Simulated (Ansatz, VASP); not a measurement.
## One calculation of HfO2, two programs

Contents of INCAR:

```
  PREC = Accurate
  ENCUT = 520
  EDIFF = 1E-6
  ISMEAR = -1
  SIGMA = 0.05
  LREAL = F
  LASPH = T
  NELM = 100
  ALGO = Normal
  ISIF = 2
  LWAVE = F
  LCHARG = F
  LMAXMIX = 4
  METAGGA = R2SCAN
  LMIXTAU = T
  NBANDS = 31
```

KPOINTS

```
regular mesh
0
Gamma
  6 6 8
```

The input POSCAR:

```
HfO2
1.0
    4.8135329900      0.0000000000      0.0000000000
    0.0000000000      4.8135329900      0.0000000000
    0.0000000000      0.0000000000      3.2054154100
Hf O
2 4
Direct
    0.5000000000      0.5000000000      0.5000000000
    0.0000000000      0.0000000000      0.0000000000
    0.8050448800      0.1949551200      0.5000000000
    0.6949551200      0.6949551200      0.0000000000
    0.3050448800      0.3050448800      0.0000000000
    0.1949551200      0.8050448800      0.5000000000
```

KPOINTS_OPT

```
path GXMGZRAZ,XR,MA
10
line-mode
reciprocal
 0.0000000000  0.0000000000  0.0000000000  G
 0.0000000000  0.5000000000  0.0000000000  X

 0.0000000000  0.5000000000  0.0000000000  X
 0.5000000000  0.5000000000  0.0000000000  M

 0.5000000000  0.5000000000  0.0000000000  M
 0.0000000000  0.0000000000  0.0000000000  G

 0.0000000000  0.0000000000  0.0000000000  G
 0.0000000000  0.0000000000  0.5000000000  Z

 0.0000000000  0.0000000000  0.5000000000  Z
 0.0000000000  0.5000000000  0.5000000000  R

 0.0000000000  0.5000000000  0.5000000000  R
 0.5000000000  0.5000000000  0.5000000000  A

 0.5000000000  0.5000000000  0.5000000000  A
 0.0000000000  0.0000000000  0.5000000000  Z

 0.0000000000  0.5000000000  0.0000000000  X
 0.0000000000  0.5000000000  0.5000000000  R

 0.5000000000  0.5000000000  0.0000000000  M
 0.5000000000  0.5000000000  0.5000000000  A
```

The input input.yaml:

```yaml
crystal:
  lattice:
    - [4.81353299, 0.0, 0.0]
    - [0.0, 4.81353299, 0.0]
    - [0.0, 0.0, 3.20541541]
  atoms:
    - { symbol: Hf, position: [0.5, 0.5, 0.5] }
    - { symbol: Hf, position: [0.0, 0.0, 0.0] }
    - { symbol: O, position: [0.80504488, 0.19495512, 0.5] }
    - { symbol: O, position: [0.69495512, 0.69495512, 0.0] }
    - { symbol: O, position: [0.30504488, 0.30504488, 0.0] }
    - { symbol: O, position: [0.19495512, 0.80504488, 0.5] }
hamiltonian:
  xc: r2scan
  pseudopotentials: { kind: paw }
kpoints:
  mp_grid: { grid: [6, 6, 8] }
  band_path:
    path:
      - [[0.0, 0.0, 0.0], [0.0, 0.5, 0.0], [0.5, 0.5, 0.0], [0.0, 0.0, 0.0], [0.0, 0.0, 0.5], [0.0, 0.5, 0.5], [0.5, 0.5, 0.5], [0.0, 0.0, 0.5]]
      - [[0.0, 0.5, 0.0], [0.0, 0.5, 0.5]]
      - [[0.5, 0.5, 0.0], [0.5, 0.5, 0.5]]
    npoints: 14
scf:
  occupations: { method: fermi_dirac, width: 0.05 }
  n_extra_bands: 15
output:
  forces: true
  stress: true
  eigenvalues: true
  fatbands: false
  write_density: true
  write_potential: true
  elf: true
  volumetric_format: npy
```

Measurements of this composition are mostly on another form, of space group No. 14.

Alike in both runs: task band structure; functional r2SCAN; k mesh 6 × 6 × 8; occupations fermi-dirac, width 0.05 eV; no spin polarisation.

|  | VASP | Ansatz |
| --- | --- | --- |
| version | VASP 6.6.1 | Ansatz 0.2.0 |
| potentials or method | VASP PAW PBE potentials, release 64 (Hf_pv, O) | Ansatz PAW |
| plane-wave cutoff (eV) | 520 | 500 |
| valence electrons in the cell | 44 | 76 |

VASP gave:

```
gap on the k mesh at the Fermi level (eV)       : 4.53
least direct gap on the mesh (eV)               : 4.53
gap along the band path (eV)                    : 4.53
pressure (GPa)                                  : 0.3
largest component of the traceless stress (GPa) : 0.03
rms of the force components (eV/Å)              : 0.005
```

**Question.** What did Ansatz give for the same quantities?

**Answer.** gap on the k mesh at the Fermi level (eV): 4.59; least direct gap on the mesh (eV): 4.59; gap along the band path (eV): 4.59; pressure (GPa): 3.6; largest component of the traceless stress (GPa): 0.53; rms of the force components (eV/Å): 0.019.

Atom by atom the forces differ by 0.025 eV/Å (rms over components). One of these differences is far larger than is usual between the two programs; its cause wasn't traced. The two sets of potentials don't hold the same shells in valence.

Caveats: spin-orbit coupling is left out, which moves the levels of the heavy elements; the PAW data sets were made with another functional, which shifts forces and pressure a little (VASP); the PAW data sets come from PBE, with cores solved anew for the run's functional, which leaves a small shift of forces and pressure (Ansatz). r2SCAN opens gaps a little over a GGA but as a rule still falls short of measured ones.
